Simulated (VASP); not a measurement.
These are modified Becke-Johnson potential (mBJ), VASP's PBE PAW potentials (set 64) (plane waves; VASP 6.6.1) values and carry that method's errors.

VASP ran on this input.

File KPOINTS:
```
K-points
0
gamma
 6 6 6
0 0 0
```

**INCAR**
```
! general
SYSTEM   =  CaF2
PREC     =  Accurate
ENCUT    =  520
LREAL    =  .False.
LASPH    =  .True.

! electronic loop
EDIFF    =  1E-6
NELM     =  200
ALGO     =  Normal
LMIXTAU  =  .True.

! smearing
ISMEAR   =  0
SIGMA    =  0.05

! functional
METAGGA  =  MBJ

! ions
ISIF     =  0

! output
LWAVE    =  .False.
LCHARG   =  .False.
```

File KPOINTS_OPT:
```
k-points along high-symmetry lines
11
Line-mode
Reciprocal
  0.000000   0.000000   0.000000 ! GAMMA
  0.500000  -0.000000   0.500000 ! X

  0.500000  -0.000000   0.500000 ! X
  0.625000   0.250000   0.625000 ! U

  0.375000   0.375000   0.750000 ! K
  0.000000   0.000000   0.000000 ! GAMMA

  0.000000   0.000000   0.000000 ! GAMMA
  0.500000   0.500000   0.500000 ! L

  0.500000   0.500000   0.500000 ! L
  0.500000   0.250000   0.750000 ! W

  0.500000   0.250000   0.750000 ! W
  0.500000  -0.000000   0.500000 ! X
```

POSCAR:
```
CaF2
1
    0.0000000000     2.7580734293     2.7580734293
    2.7580734293     0.0000000000     2.7580734293
    2.7580734293     2.7580734293     0.0000000000
Ca F
1 2
Direct
  0.0000000000   0.0000000000   0.0000000000
  0.2500000000   0.2500000000   0.2500000000
  0.7500000000   0.7500000000   0.7500000000
```

POTCAR, in this order: Ca_sv F (PBE.64 set). Program: vasp_std. Read from the step before: WAVECAR.

The resulting files:

File OSZICAR:
```
       N       E                     dE             d eps       ncg     rms          rms(c)
DAV:   1     0.642631420955E+02    0.64263E+02   -0.19514E+00   608   0.177E+01    0.106E+00
DAV:   2     0.631625007397E+02   -0.11006E+01   -0.95850E+00   576   0.284E+01    0.309E+00
DAV:   3     0.631804537810E+02    0.17953E-01   -0.26083E-01   680   0.483E+00    0.323E+00
DAV:   4     0.629868787865E+02   -0.19357E+00   -0.25564E-01   632   0.521E+00    0.280E+00
DAV:   5     0.625413525337E+02   -0.44553E+00   -0.80813E-02   624   0.226E+00    0.326E+00
DAV:   6     0.651930470246E+02    0.26517E+01   -0.53930E+00   528   0.173E+01    0.711E+00
DAV:   7     0.640346590142E+02   -0.11584E+01   -0.21358E+00   520   0.105E+01    0.279E+00
DAV:   8     0.649656995836E+02    0.93104E+00   -0.21918E-01   552   0.344E+00    0.363E+00
DAV:   9     0.662028083958E+02    0.12371E+01   -0.57626E-02   536   0.242E+00    0.386E+00
DAV:  10     0.672706120663E+02    0.10678E+01   -0.10286E-01   616   0.300E+00    0.282E+00
DAV:  11     0.675943985599E+02    0.32379E+00   -0.43090E-01   552   0.533E+00    0.353E-01
DAV:  12     0.676237974350E+02    0.29399E-01   -0.18375E-02   528   0.149E+00    0.347E-01
DAV:  13     0.673489054985E+02   -0.27489E+00   -0.14082E-02   520   0.997E-01    0.682E-02
DAV:  14     0.673767846422E+02    0.27879E-01   -0.16926E-03   568   0.479E-01    0.570E-02
DAV:  15     0.673630933093E+02   -0.13691E-01   -0.75484E-04   576   0.230E-01    0.129E-02
DAV:  16     0.673105890965E+02   -0.52504E-01   -0.70763E-04   528   0.244E-01    0.515E-02
DAV:  17     0.673276237566E+02    0.17035E-01   -0.55798E-05   648   0.885E-02    0.524E-02
DAV:  18     0.673517298370E+02    0.24106E-01   -0.50715E-05   584   0.676E-02    0.246E-02
DAV:  19     0.673636025189E+02    0.11873E-01   -0.40933E-05   632   0.692E-02    0.105E-02
DAV:  20     0.673746496056E+02    0.11047E-01   -0.54355E-06   600   0.280E-02    0.523E-03
DAV:  21     0.673767964441E+02    0.21468E-02   -0.44477E-06   664   0.233E-02    0.477E-03
DAV:  22     0.673783303191E+02    0.15339E-02   -0.11211E-06   448   0.106E-02    0.246E-03
DAV:  23     0.673778947187E+02   -0.43560E-03   -0.21564E-07   304   0.448E-03    0.172E-03
DAV:  24     0.673786473031E+02    0.75258E-03   -0.23999E-07   264   0.421E-03    0.743E-04
DAV:  25     0.673788962315E+02    0.24893E-03   -0.34019E-08   280   0.199E-03    0.591E-04
DAV:  26     0.673793288733E+02    0.43264E-03   -0.18065E-08   264   0.140E-03    0.413E-04
DAV:  27     0.673793078605E+02   -0.21013E-04   -0.95792E-09   256   0.993E-04    0.466E-04
DAV:  28     0.673795620505E+02    0.25419E-03   -0.35484E-09   256   0.589E-04    0.236E-04
DAV:  29     0.673797222430E+02    0.16019E-03   -0.33251E-09   256   0.695E-04    0.123E-04
DAV:  30     0.673798449947E+02    0.12275E-03   -0.23607E-09   256   0.535E-04    0.806E-05
DAV:  31     0.673799483810E+02    0.10339E-03   -0.22004E-09   256   0.420E-04    0.220E-05
DAV:  32     0.673799753522E+02    0.26971E-04   -0.10098E-09   256   0.273E-04    0.404E-05
DAV:  33     0.673800029030E+02    0.27551E-04   -0.29239E-10   256   0.143E-04    0.365E-05
DAV:  34     0.673800228619E+02    0.19959E-04   -0.15924E-10   256   0.103E-04    0.163E-05
DAV:  35     0.673800263924E+02    0.35305E-05   -0.10424E-10   256   0.895E-05    0.623E-06
DAV:  36     0.673800277519E+02    0.13595E-05   -0.51535E-11   256   0.565E-05    0.293E-06
DAV:  37     0.673800278263E+02    0.74403E-07   -0.33284E-11   256   0.381E-05
   1 F= 0.67380028E+02 E0= 0.67380028E+02  d E =-.170035E-13
       N       E                     dE             ncg
       N       E                     dE             ncg
       N       E                     dE             ncg
       N       E                     dE             ncg
       N       E                     dE             ncg
```

### OUTCAR
```
------------------------ aborting loop because EDIFF is reached ----------------------------------------
  volume of cell :       41.96
      direct lattice vectors                 reciprocal lattice vectors
     0.000000000  2.758073429  2.758073429    -0.181285964  0.181285964  0.181285964
     2.758073429  0.000000000  2.758073429     0.181285964 -0.181285964  0.181285964
     2.758073429  2.758073429  0.000000000     0.181285964  0.181285964 -0.181285964
 POSITION                                       TOTAL-FORCE (eV/Angst)
 -----------------------------------------------------------------------------------
      0.00000      0.00000      0.00000        -0.000000     -0.000000     -0.000000
      1.37904      1.37904      1.37904         0.000000     -0.000000      0.000000
      4.13711      4.13711      4.13711        -0.000000      0.000000     -0.000000
 -----------------------------------------------------------------------------------
    total drift:                                0.000000     -0.000000      0.000000
  FREE ENERGIE OF THE ION-ELECTRON SYSTEM (eV)
  ---------------------------------------------------
  free  energy   TOTEN  =        67.3800278263 eV

  energy  without entropy=       67.3800278263  energy(sigma->0) =       67.38002783

     CMBJ =    1.0000

     CMBJA=   -0.0120

     CMBJB=    1.0230

     CMBJE=    0.5000

    CMBJ =    1.5310
```
(Selected blocks of OUTCAR.)

OUTCAR:
```
 val. band max:        0.4478037774   @ k =   0.5000   0.5000   0.0000

 cond. band min:      10.5658879549   @ k =   0.5000   0.5000   0.0000


 Fermi energy:         0.6920412568

 k-point     1 :       0.0000    0.0000    0.0000
  band No.  band energies     occupation
      1     -37.2545      2.00000
      2     -21.3768      2.00000
      3     -20.8721      2.00000
      4     -17.2552      2.00000
      5     -17.2552      2.00000
      6     -17.2551      2.00000
      7      -1.1921      2.00000
      8      -1.1921      2.00000
      9      -1.1913      2.00000
     10       0.2614      2.00000
     11       0.2614      2.00000
     12       0.2620      2.00000
     13      10.8474      0.00000
     14      10.8474      0.00000
     15      11.5556      0.00000
     16      11.9123      0.00000

 k-point     2 :       0.1667    0.0000    0.0000
  band No.  band energies     occupation
      1     -37.2496      2.00000
      2     -21.3932      2.00000
      3     -20.9190      2.00000
      4     -17.2616      2.00000
      5     -17.2615      2.00000
      6     -17.2009      2.00000
      7      -1.0943      2.00000
      8      -1.0937      2.00000
      9      -1.0178      2.00000
     10       0.0711      2.00000
     11       0.1716      2.00000
     12       0.1721      2.00000
     13      10.8990      0.00000
     14      10.8990      0.00000
     15      11.5980      0.00000
     16      11.8570      0.00000

 k-point     3 :       0.3333    0.0000    0.0000
  band No.  band energies     occupation
      1     -37.2395      2.00000
      2     -21.3953      2.00000
      3     -21.0460      2.00000
      4     -17.2744      2.00000
      5     -17.2743      2.00000
      6     -17.0855      2.00000
      7      -0.8561      2.00000
      8      -0.8555      2.00000
      9      -0.6641      2.00000
     10      -0.2764      2.00000
     11      -0.0468      2.00000
     12      -0.0463      2.00000
     13      10.9946      0.00000
...
```

mBJ is a potential without an energy functional, so only the levels count.

The compound is CaF2 in the fluorite structure. It was relaxed first. The cell's shape comes from a PBE relaxation.
